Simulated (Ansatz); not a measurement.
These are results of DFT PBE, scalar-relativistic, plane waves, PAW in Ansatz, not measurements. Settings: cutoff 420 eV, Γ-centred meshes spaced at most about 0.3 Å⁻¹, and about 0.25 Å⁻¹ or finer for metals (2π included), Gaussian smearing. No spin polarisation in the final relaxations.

All energies are static (0 K, no zero-point motion). Lower structures may exist.

Task: Order these relaxed structures of Bi2Te3 by energy, lowest first, with the energy over the lowest of them.
A.

```xyz
5
Lattice="2.2324 1.2889 9.8591 -2.2324 1.2889 9.8591 0.0000 -2.5778 9.8591" Properties=species:S:1:pos:R:3 pbc="T T T"
Bi    0.0000    0.0000    6.0461
Bi    0.0000    0.0000   23.5312
Te    0.0000    0.0000    0.0000
Te    0.0000    0.0000   17.7075
Te    0.0000    0.0000   11.8698
```

B.

```xyz
5
Lattice="-2.1522 2.1522 8.7647 2.1522 -2.1522 8.7647 2.1522 2.1522 -8.7647" Properties=species:S:1:pos:R:3 pbc="T T T"
Bi    0.0000    0.0000    2.1874
Bi    0.0000    0.0000   15.3420
Te    0.0000    0.0000    5.5642
Te    0.0000    0.0000   11.9653
Te    0.0000    0.0000    8.7647
```

C.

```xyz
5
Lattice="7.0603 0.0000 0.0000 -3.5301 6.1144 0.0000 0.0000 0.0000 4.4249" Properties=species:S:1:pos:R:3 pbc="T T T"
Bi    0.0000    4.0763    0.0000
Bi    3.5301    2.0381    2.2124
Te   -1.9187    5.1840    2.2124
Te    0.0000    1.8608    2.2124
Te    1.9187    5.1840    2.2124
```

D.

```xyz
5
Lattice="2.2234 1.2837 10.7201 -2.2234 1.2837 10.7201 0.0000 -2.5674 10.7201" Properties=species:S:1:pos:R:3 pbc="T T T"
Bi    0.0000    0.0000   12.7749
Bi    0.0000    0.0000   19.3854
Te    0.0000    0.0000    0.0000
Te    0.0000    0.0000    6.9468
Te    0.0000    0.0000   25.2135
```

Result: D (0 meV/atom), A (254 meV/atom), B (328 meV/atom), C (486 meV/atom). Forms: D tetradymite type, R-3m; A R-3m; B I4/mmm; C P-6m2. Counting Te atoms around Bi (those within 1.25 times the shortest such distance or 1.15 times the sum of covalent radii, 1.27 where that leaves under three; a plus sign parts nearer from farther groups; the shortest distance is added where it exceeds 1.18 times the sum of covalent radii; a slash parts the counts of unlike sites): D has Bi 6; A has Bi 3; B has Bi 5+4; C has Bi 6/6 from 3.5 Å.

No dispersion correction is applied, so the spacing and binding between layers, chains or molecules are poorly described (R-3m at 36.7 Å³/atom), and this can change margins and order among such cells. Spin–orbit coupling, which can matter for Bi and Te, is left out. The R-3m cell at 36.7 Å³/atom was relaxed from a cell as deposited in COD. The R-3m cell at 34.0 Å³/atom was relaxed from a cell as deposited in COD. Cells relaxed within their symmetry can be saddle points. Some candidate types were left out of the draw beforehand, so a known form may be missing.
